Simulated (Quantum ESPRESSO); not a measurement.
Write the native input for Quantum ESPRESSO 7.5 that does the following.

| Item | Value |
| --- | --- |
| Task | band structure |
| Functional | PBEsol |
| Potentials or basis | GBRV 1.5 PBEsol |
| Cutoff | 925 eV |
| Density cutoff | 7401 eV |
| k mesh | 10 × 10 × 10 |
| Occupations | fermi-dirac, width 0.05 eV |
| Spin | no spin polarisation |
| Mixing beta | 0.5 |
| Most SCF iterations | 120 |
| SCF threshold | 6e-10 Ry |

Crystal: SnO2.

```xyz
3
Lattice="1.6171 0.9336 4.8006 -1.6171 0.9336 4.8006 0.0000 -1.8673 4.8006" Properties=species:S:1:pos:R:3 pbc="T T T"
Sn    0.0000    0.0000    7.2009
O     0.0000    0.0000   10.9861
O     0.0000    0.0000    3.4157
```

Measurements of this composition are mostly on another form, of space group No. 136.

These files were run (other wordings do the same):

pw.in

```
&CONTROL
  calculation = 'scf'
  prefix = 'pwscf'
  outdir = './tmp'
  pseudo_dir = './pseudo'
  tprnfor = .true.
  tstress = .true.
  disk_io = 'low'
/
&SYSTEM
  ibrav = 0
  celldm(1) = 8
  nat = 3
  ntyp = 2
  ecutwfc = 68
  ecutrho = 544
  nbnd = 20
  occupations = 'smearing'
  smearing = 'fd'
  degauss = 0.00367493
/
&ELECTRONS
  conv_thr = 6d-10
  electron_maxstep = 120
  mixing_beta = 0.5
/
ATOMIC_SPECIES
Sn   118.7100 sn_pbesol_v1.4.uspp.F.UPF
O     15.9990 o_pbesol_v1.2.uspp.F.UPF
CELL_PARAMETERS alat
  0.3819828787696   0.2205379178902   1.1339756524587
 -0.3819828787696   0.2205379178902   1.1339756524587
  0.0000000000000  -0.4410758357804   1.1339756524587
ATOMIC_POSITIONS crystal
Sn     0.5000000000    0.5000000000    0.5000000000
O      0.7628300000    0.7628300000    0.7628300000
O      0.2371700000    0.2371700000    0.2371700000
K_POINTS automatic
10 10 10 0 0 0
```

bands.in

```
&CONTROL
  calculation = 'bands'
  prefix = 'pwscf'
  outdir = './tmp'
  pseudo_dir = './pseudo'
  disk_io = 'low'
  verbosity = 'high'
/
&SYSTEM
  ibrav = 0
  celldm(1) = 8
  nat = 3
  ntyp = 2
  ecutwfc = 68
  ecutrho = 544
  nbnd = 20
  occupations = 'smearing'
  smearing = 'fd'
  degauss = 0.00367493
/
&ELECTRONS
  conv_thr = 1d-08
  electron_maxstep = 120
  mixing_beta = 0.5
  diago_full_acc = .true.
  startingwfc = 'random'
/
ATOMIC_SPECIES
Sn   118.7100 sn_pbesol_v1.4.uspp.F.UPF
O     15.9990 o_pbesol_v1.2.uspp.F.UPF
CELL_PARAMETERS alat
  0.3819828787696   0.2205379178902   1.1339756524587
 -0.3819828787696   0.2205379178902   1.1339756524587
  0.0000000000000  -0.4410758357804   1.1339756524587
ATOMIC_POSITIONS crystal
Sn     0.5000000000    0.5000000000    0.5000000000
O      0.7628300000    0.7628300000    0.7628300000
O      0.2371700000    0.2371700000    0.2371700000
K_POINTS crystal
60
 0.0000000000  0.0000000000  0.0000000000 1
 0.0625000000  0.0000000000  0.0000000000 1
 0.1250000000  0.0000000000  0.0000000000 1
 0.1875000000  0.0000000000  0.0000000000 1
 0.2500000000  0.0000000000  0.0000000000 1
 0.3125000000  0.0000000000  0.0000000000 1
 0.3750000000  0.0000000000  0.0000000000 1
 0.4375000000  0.0000000000  0.0000000000 1
 0.5000000000  0.0000000000  0.0000000000 1
 0.5000000000  0.0383764361 -0.0383764361 1
 0.5000000000  0.0767528722 -0.0767528722 1
 0.5000000000  0.1151293083 -0.1151293083 1
 0.5000000000  0.1535057443 -0.1535057443 1
 0.5000000000  0.1918821804 -0.1918821804 1
 0.8081178196  0.5000000000  0.1918821804 1
 0.7738825063  0.5000000000  0.2261174937 1
 0.7396471930  0.5000000000  0.2603528070 1
 0.7054118797  0.5000000000  0.2945881203 1
 0.6711765664  0.5000000000  0.3288234336 1
 0.6369412531  0.5000000000  0.3630587469 1
 0.6027059399  0.5000000000  0.3972940601 1
 0.5684706266  0.5000000000  0.4315293734 1
 0.5342353133  0.5000000000  0.4657646867 1
 0.5000000000  0.5000000000  0.5000000000 1
 0.4000000000  0.4000000000  0.4000000000 1
 0.3000000000  0.3000000000  0.3000000000 1
 0.2000000000  0.2000000000  0.2000000000 1
 0.1000000000  0.1000000000  0.1000000000 1
 0.0000000000  0.0000000000  0.0000000000 1
 0.0314491900  0.0000000000 -0.0314491900 1
 0.0628983800  0.0000000000 -0.0628983800 1
 0.0943475701  0.0000000000 -0.0943475701 1
 0.1257967601  0.0000000000 -0.1257967601 1
 0.1572459501  0.0000000000 -0.1572459501 1
 0.1886951401  0.0000000000 -0.1886951401 1
 0.2201443301  0.0000000000 -0.2201443301 1
 0.2515935202  0.0000000000 -0.2515935202 1
 0.2830427102  0.0000000000 -0.2830427102 1
 0.3144919002  0.0000000000 -0.3144919002 1
 0.3459410902  0.0000000000 -0.3459410902 1
 0.6540589098  0.3459410902  0.0000000000 1
 0.6155441823  0.3844558177  0.0000000000 1
 0.5770294549  0.4229705451  0.0000000000 1
 0.5385147274  0.4614852726  0.0000000000 1
 0.5000000000  0.5000000000  0.0000000000 1
 0.6540589098  0.6540589098  0.1918821804 1
 0.6369412531  0.6369412531  0.2261174937 1
 0.6198235965  0.6198235965  0.2603528070 1
 0.6027059399  0.6027059399  0.2945881203 1
 0.5855882832  0.5855882832  0.3288234336 1
 0.5684706266  0.5684706266  0.3630587469 1
 0.5513529699  0.5513529699  0.3972940601 1
 0.5342353133  0.5342353133  0.4315293734 1
 0.5171176566  0.5171176566  0.4657646867 1
 0.5000000000  0.5000000000  0.5000000000 1
 0.5000000000  0.0000000000  0.0000000000 1
 0.5770294549  0.0864852726  0.0864852726 1
 0.6540589098  0.1729705451  0.1729705451 1
 0.7310883647  0.2594558177  0.2594558177 1
 0.8081178196  0.3459410902  0.3459410902 1
```

Potentials or basis: GBRV 1.5 PBEsol.

The run is started by

```bash
$ OMP_NUM_THREADS=1 mpirun -n 2 pw.x -nk 2 -in pw.in > pw.out
$ OMP_NUM_THREADS=1 mpirun -n 2 pw.x -nk 2 -in bands.in > bands.out
```

Results of the run:

```yaml
Pressure: -5.0 GPa
Largest_force: 0.377 eV/Å
Band_gap_on_the_k_mesh: 1.86 eV, indirect (least direct gap 1.97 eV)
Band_gap_along_the_path: 1.86 eV, indirect (least direct gap 1.97 eV)
```

Caveat: spin-orbit coupling is left out, which moves the levels of the heavy elements.

Run time: 2.3 min on 2 MPI ranks on Intel(R) Xeon(R) Platinum 8488C (Sapphire Rapids), with other jobs on the host, peak memory 0.48 GiB a rank.
